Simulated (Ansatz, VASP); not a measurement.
**P in two plane-wave programs**

One calculation is typed for both programs; each brings its own data sets. How far apart do they land? The cell is taken from a series of runs on this material, whose earlier steps may have relaxed, scaled, displaced or heated it; both programs get it as it stands.

Method: plane waves, with VASP 6.6.1 beside it; G0W0 gap at PBE, in Ansatz 0.2.0.

## Step 1: Set-up

The cell holds 4 atoms: 4 P. Cell: a = 4.625 Å, b = 3.320 Å, c = 27.400 Å, α = 90.0°, β = 90.0°, γ = 90.0°. Vacuum lies along c.

Structure file:

```cif
data_structure
_symmetry_space_group_name_H-M 'P 1'
_symmetry_Int_Tables_number 1
_cell_length_a 4.6253
_cell_length_b 3.3205
_cell_length_c 27.4000
_cell_angle_alpha 90.000
_cell_angle_beta 90.000
_cell_angle_gamma 90.000
_cell_volume 420.82
loop_
_atom_site_label
_atom_site_type_symbol
_atom_site_fract_x
_atom_site_fract_y
_atom_site_fract_z
_atom_site_occupancy
P1 P 0.08885 0.00000 0.53837 1
P2 P 0.41115 0.50000 0.53837 1
P3 P 0.58885 0.50000 0.46163 1
P4 P 0.91115 0.00000 0.46163 1
```

## Step 2: VASP: G0W0 gap, PBE

Quasiparticle shifts depend on high empty states and on the cores, so they are the hardest test of two PAW sets.

Lines of VASP's logs that name or quote its potential files are left out, and so is its time.

The run reads the wave functions of an earlier VASP run, which isn't shown here.

INCAR reads:

```
SYSTEM = P
PREC = Accurate
ENCUT = 300
ISMEAR = 0
SIGMA = 0.01
LREAL = .FALSE.
GGA = PE
NBANDS = 568
ALGO = EVGW0
NELMGW = 1
ENCUTGW = 70
NOMEGA = 64
PRECFOCK = Fast
NBANDSGW = 24
LWAVE = .FALSE.
LCHARG = .FALSE.
```

POSCAR reads:

```
P
1.0
    4.6253144680      0.0000000000      0.0000000000
    0.0000000000      3.3204693536      0.0000000000
    0.0000000000      0.0000000000     27.4000000000
P
4
Direct
    0.0888515049      0.0000000000      0.5383732794
    0.4111484951      0.5000000000      0.5383732794
    0.5888515049      0.5000000000      0.4616267206
    0.9111484951      0.0000000000      0.4616267206
```

KPOINTS reads:

```
Automatic mesh
0
Gamma
4 6 1
0 0 0
```

PAW data sets: P_GW (PBE family, release 64).

Started as:

```sh
> mpirun -np 8 vasp_std
```

Numbers of over 12 decimals in the logs are rounded to 6 here.

The program printed:

```text
[banner, memory and clock lines left out]
running    8 mpi-ranks, on    1 nodes
 distrk:  each k-point on    8 cores,    1 groups
 distr:  one band on    1 cores,    8 groups

 POSCAR found type information on POSCAR P
 POSCAR found :  1 types and       4 ions
|                                                                             |
|           W    W    AA    RRRRR   N    N  II  N    N   GGGG   !!!           |
|           W    W   A  A   R    R  NN   N  II  NN   N  G    G  !!!           |
|           W    W  A    A  R    R  N N  N  II  N N  N  G       !!!           |
|           W WW W  AAAAAA  RRRRR   N  N N  II  N  N N  G  GGG   !            |
|           WW  WW  A    A  R   R   N   NN  II  N   NN  G    G                |
|           W    W  A    A  R    R  N    N  II  N    N   GGGG   !!!           |
|                                                                             |
|     For optimal performance we recommend to set                             |
|       NCORE = 2 up to number-of-cores-per-socket                            |
|     NCORE specifies how many cores store one orbital (NPAR=cpu/NCORE).      |
|     This setting can greatly improve the performance of VASP for DFT.       |
|     The default, NCORE=1 might be grossly inefficient on modern             |
|     multi-core architectures or massively parallel machines. Do your        |
|     Unfortunately you need to use the default for GW and RPA                |
|     calculations (for HF NCORE is supported but not extensively tested      |
|     yet).                                                                   |
|                                                                             |

|                                                                             |
|           W    W    AA    RRRRR   N    N  II  N    N   GGGG   !!!           |
|           W    W   A  A   R    R  NN   N  II  NN   N  G    G  !!!           |
|           W    W  A    A  R    R  N N  N  II  N N  N  G       !!!           |
|           W WW W  AAAAAA  RRRRR   N  N N  II  N  N N  G  GGG   !            |
|           WW  WW  A    A  R   R   N   NN  II  N   NN  G    G                |
|           W    W  A    A  R    R  N    N  II  N    N   GGGG   !!!           |
|                                                                             |
|     The default for ENCUTGWSOFT is different in this version of VASP.       |
|     please manually set ENCUTGWSOFT =70 in the INCAR file.                  |
|                                                                             |

 LDA part: xc-table for (Slater+PW92), standard interpolation
 found WAVECAR, reading the header
 POSCAR, INCAR and KPOINTS ok, starting setup
 FFT: planning ... GRIDC
 FFT: planning ... GRID_SOFT
 FFT: planning ... GRID
 reading WAVECAR
 the WAVECAR file was read successfully
 initial charge from wavefunction
 available memory per node:     75.19 GB, setting MAXMEM to     76995

 The Fermi energy was updated, please check that it is located mid-gap
 values below the HOMO (VB) or above the LUMO (CB) will cause erroneous energies
 E-fermi :  -2.6449

 calculate exact exchange contribution
 the WAVEDER file was read successfully
energies w=
    0.000    0.000    0.382    0.000    0.764    0.000    1.144    0.000
    1.521    0.000    1.895    0.000    2.266    0.000    2.632    0.000
    2.994    0.000    3.352    0.000    3.704    0.000    4.052    0.000
    4.395    0.000    4.733    0.000    5.068    0.000    5.398    0.000
    5.725    0.000    6.048    0.000    6.370    0.000    6.689    0.000
    7.007    0.000    7.324    0.000    7.641    0.000    7.958    0.000
    8.277    0.000    8.598    0.000    8.922    0.000    9.249    0.000
    9.581    0.000    9.919    0.000   10.264    0.000   10.617    0.000
   10.979    0.000   11.352    0.000   11.737    0.000   12.136    0.000
   12.551    0.000   12.984    0.000   13.438    0.000   13.915    0.000
   14.419    0.000   14.953    0.000   15.522    0.000   16.132    0.000
   16.787    0.000   17.495    0.000   18.265    0.000   19.106    0.000
   20.032    0.000   21.058    0.000   22.203    0.000   23.492    0.000
   24.954    0.000   26.630    0.000   28.572    0.000   30.852    0.000
   33.566    0.000   36.854    0.000   40.916    0.000   46.063    0.000
   52.788    0.000   61.939    0.000   75.099    0.000   95.599    0.000
 responsefunction array rank=     584
 LDA part: xc-table for (Slater+PW92), standard interpolation

 min. memory requirement per mpi rank    636.3 MB, per node   5090.2 MB

 allocating   8 responsefunctions rank=   584
 shmem allocating  64 responsefunctions rank=   584
 response function shared by NCSHMEM nodes    1
 Doing            8  frequencies on each core in blocks of           64
NQ=   1    0.0000    0.0000    0.0000,
|.........|.........|.........|.........|.........|.........|.........|.........
 performed        595000 updates of chi_q(r,r)
 total number of BLAS operations       1466.22 Gflops
NQ=   2    0.2500    0.0000    0.0000,
|.........|.........|.........|.........|.........|.........|.........|.........
 performed       1408000 updates of chi_q(r,r)
 total number of BLAS operations       3594.54 Gflops
NQ=   3    0.5000    0.0000    0.0000,
|.........|.........|.........|.........|.........|.........|.........|.........
 performed       2003000 updates of chi_q(r,r)
 total number of BLAS operations       5097.98 Gflops
NQ=   4    0.0000    0.1667    0.0000,
|.........|.........|.........|.........|.........|.........|.........|.........
 performed       2816000 updates of chi_q(r,r)
 total number of BLAS operations       7001.85 Gflops
NQ=   5    0.2500    0.1667    0.0000,
|.........|.........|.........|.........|.........|.........|.........|.........
 performed       3738000 updates of chi_q(r,r)
 total number of BLAS operations       9356.91 Gflops
NQ=   6    0.5000    0.1667    0.0000,
|.........|.........|.........|.........|.........|.........|.........|.........
 performed       4551000 updates of chi_q(r,r)
 total number of BLAS operations      11545.18 Gflops
NQ=   7    0.0000    0.3333    0.0000,
|.........|.........|.........|.........|.........|.........|.........|.........
 performed       5364000 updates of chi_q(r,r)
 total number of BLAS operations      13585.13 Gflops
NQ=   8    0.2500    0.3333    0.0000,
|.........|.........|.........|.........|.........|.........|.........|.........
 performed       6286000 updates of chi_q(r,r)
 total number of BLAS operations      15857.56 Gflops
NQ=   9    0.5000    0.3333    0.0000,
|.........|.........|.........|.........|.........|.........|.........|.........
 performed       7099000 updates of chi_q(r,r)
 total number of BLAS operations      17941.46 Gflops
NQ=  10    0.0000    0.5000    0.0000,
|.........|.........|.........|.........|.........|.........|.........|.........
 performed       7694000 updates of chi_q(r,r)
 total number of BLAS operations      19520.73 Gflops
NQ=  11    0.2500    0.5000    0.0000,
|.........|.........|.........|.........|.........|.........|.........|.........
 performed       8507000 updates of chi_q(r,r)
 total number of BLAS operations      21575.29 Gflops
NQ=  12    0.5000    0.5000    0.0000,
|.........|.........|.........|.........|.........|.........|.........|.........
 performed       9102000 updates of chi_q(r,r)
 total number of BLAS operations      22963.32 Gflops
 resolving degeneracies of screened two electron integrals

 calculate QP shifts <psi_nk| G(iteration)W_0 |psi_nk>: iteration 1
 entering main loop
```

Parts of OUTCAR (step 2):

```text
ion  position               nearest neighbor table
   1  0.089  0.000  0.538-   2 2.23   2 2.23   4 2.26
   2  0.411  0.500  0.538-   1 2.23   1 2.23   3 2.26
   3  0.589  0.500  0.462-   4 2.23   4 2.23   2 2.26
   4  0.911  0.000  0.462-   3 2.23   3 2.23   1 2.26

  LATTYP: Found a simple orthorhombic cell.
 ALAT       =     3.3204693536
 B/A-ratio  =     1.3929700821
 C/A-ratio  =     8.2518454719

 Subroutine GETGRP returns: Found  8 space group operations
 (whereof  4 operations were pure point group operations)

The static configuration has the point symmetry C_2h.
 The point group associated with its full space group is D_2h.

 Found     12 irreducible k-points:

   k-points           NKPTS =     12   k-points in BZ     NKDIM =     24   number of bands    NBANDS=    568

   dimension x,y,z NGX =    28 NGY =   20 NGZ =  160
   dimension x,y,z NGXF=    56 NGYF=   40 NGZF=  320

   ENCUT  =  300.0 eV  22.05 Ry    4.70 a.u.   6.53  4.69 38.70*2*pi/ulx,y,z

   NELECT =      20.0000    total number of electrons

  energy-cutoff  :      300.00
  volume of cell :      420.82
      direct lattice vectors                 reciprocal lattice vectors
     4.625314468  0.000000000  0.000000000     0.216201516  0.000000000  0.000000000
     0.000000000  3.320469354  0.000000000     0.000000000  0.301162243  0.000000000
     0.000000000  0.000000000 27.400000000     0.000000000  0.000000000  0.036496350

 k-points in reciprocal lattice and weights: Automatic mesh
   0.00000000  0.00000000  0.00000000       0.042
   0.25000000  0.00000000  0.00000000       0.083
   0.50000000  0.00000000  0.00000000       0.042
   0.00000000  0.16666667  0.00000000       0.083
   0.25000000  0.16666667  0.00000000       0.167
   0.50000000  0.16666667  0.00000000       0.083
   0.00000000  0.33333333  0.00000000       0.083
   0.25000000  0.33333333  0.00000000       0.167
   0.50000000  0.33333333  0.00000000       0.083
   0.00000000  0.50000000  0.00000000       0.042
   0.25000000  0.50000000  0.00000000       0.083
   0.50000000  0.50000000  0.00000000       0.042

 E-fermi :  -2.6449

 QP shifts <psi_nk| G(iteration)W_0 |psi_nk>: iteration 1
 for sc-GW calculations column KS-energies equals QP-energies in previous step
 and V_xc(KS)=  KS-energies - (<T + V_ion + V_H > + <T+V_H+V_ion>^1  + <V_x>^1)
 k-point   1 :       0.0000    0.0000    0.0000
  band No.  KS-energies  QP-energies   sigma(KS)   V_xc(KS)     V^pw_x(r,r')   Z            occupation Imag(sigma)
    ...
      7      -6.4830      -7.0179     -13.1498     -12.4184     -15.0624       0.7314       2.0000       0.0520
      8      -4.8890      -5.3455     -13.4311     -12.8236     -14.7751       0.7512       2.0000       0.0305
      9      -4.7263      -5.3912     -11.5286     -10.6140     -13.0082       0.7270       2.0000       0.0485
     10      -3.1190      -3.6302     -12.3915     -11.7086     -13.2796       0.7484       2.0000       0.0253
     11      -2.1708      -1.5571      -9.1514      -9.9624      -6.2192       0.7567       0.0000      -0.0557
     12      -1.5462      -0.8044      -9.9549     -10.9321      -6.4042       0.7593       0.0000      -0.0660
     13      -0.5481       0.3445     -10.6348     -11.8369      -6.7856       0.7425       0.0000      -0.0752
     14       0.1065       0.9795     -10.8049     -12.0201      -6.7845       0.7184       0.0000      -0.0922
    ...

 k-point   2 :       0.2500    0.0000    0.0000
  band No.  KS-energies  QP-energies   sigma(KS)   V_xc(KS)     V^pw_x(r,r')   Z            occupation Imag(sigma)
    ...
      7      -6.2572      -6.7821     -13.1904     -12.4765     -15.0079       0.7352       2.0000       0.0479
      8      -5.1080      -5.5742     -13.4116     -12.7891     -14.8221       0.7488       2.0000       0.0331
      9      -4.4715      -5.0090     -11.9450     -11.2085     -13.2046       0.7298       2.0000       0.0445
     10      -3.8168      -4.3755     -12.3735     -11.6253     -13.5093       0.7467       2.0000       0.0294
     11      -1.3298      -0.5820      -9.9424     -10.9306      -6.4026       0.7567       0.0000      -0.0668
     12      -1.1084      -0.2534     -10.4956     -11.6312      -6.8926       0.7529       0.0000      -0.0653
     13      -0.9416      -0.3507      -9.0341      -9.8205      -5.8511       0.7515       0.0000      -0.0681
     14       0.0267       0.8818     -10.5950     -11.7733      -6.6977       0.7257       0.0000      -0.0877
    ...

 k-point   3 :       0.5000    0.0000    0.0000
  band No.  KS-energies  QP-energies   sigma(KS)   V_xc(KS)     V^pw_x(r,r')   Z            occupation Imag(sigma)
    ...
      7      -5.6856      -6.1814     -13.3032     -12.6353     -14.9020       0.7424       2.0000       0.0390
      8      -5.6856      -6.1814     -13.3032     -12.6353     -14.9020       0.7424       2.0000       0.0390
      9      -4.3985      -4.9184     -12.5158     -11.8138     -13.6955       0.7405       2.0000       0.0339
     10      -4.3985      -4.9184     -12.5158     -11.8138     -13.6955       0.7405       2.0000       0.0339
     11      -1.1043      -0.3060     -10.4422     -11.5063      -6.9795       0.7502       0.0000      -0.0654
     12      -1.1043      -0.3060     -10.4422     -11.5063      -6.9795       0.7502       0.0000      -0.0654
     13       0.4702       1.3069     -10.5018     -11.6621      -6.4937       0.7211       0.0000      -0.0991
     14       0.4702       1.3069     -10.5018     -11.6621      -6.4937       0.7211       0.0000      -0.0991
    ...

 k-point   4 :       0.0000    0.1667    0.0000
  band No.  KS-energies  QP-energies   sigma(KS)   V_xc(KS)     V^pw_x(r,r')   Z            occupation Imag(sigma)
    ...
      7      -7.2848      -7.9233     -11.4821     -10.5620     -14.1106       0.6940       2.0000       0.1796
      8      -6.0233      -6.5595     -12.7843     -12.0490     -14.5362       0.7292       2.0000       0.0551
      9      -4.6418      -5.2869     -11.7511     -10.8655     -13.2199       0.7283       2.0000       0.0447
     10      -3.2548      -3.7571     -12.5293     -11.8549     -13.5136       0.7447       2.0000       0.0272
     11      -1.8714      -1.2354      -9.2142     -10.0570      -6.1595       0.7547       0.0000      -0.0587
     12      -1.1920      -0.4481     -10.0382     -11.0334      -6.5770       0.7475       0.0000      -0.0666
     13       0.7104       1.5144     -10.3712     -11.4641      -6.1293       0.7357       0.0000      -0.1108
     14       0.9923       1.8405     -10.6518     -11.8275      -6.3447       0.7214       0.0000      -0.1201
    ...

[... 4 further parts left out ...]
```

(Continued in part 2 of 2.)

[Lines on the potential files, build, host, timing and source positions are cut from VASP's logs without a mark.]

[Logs are printed without paths, hosts, clocks, repeated set-up lines and the standing remarks that a program may print on its own settings, such as how far it seeks lower states.]

[Hosts, paths, dates, database ids (printed as entryN), source tags and the programs' standing remarks are cut or masked in the printed files.]
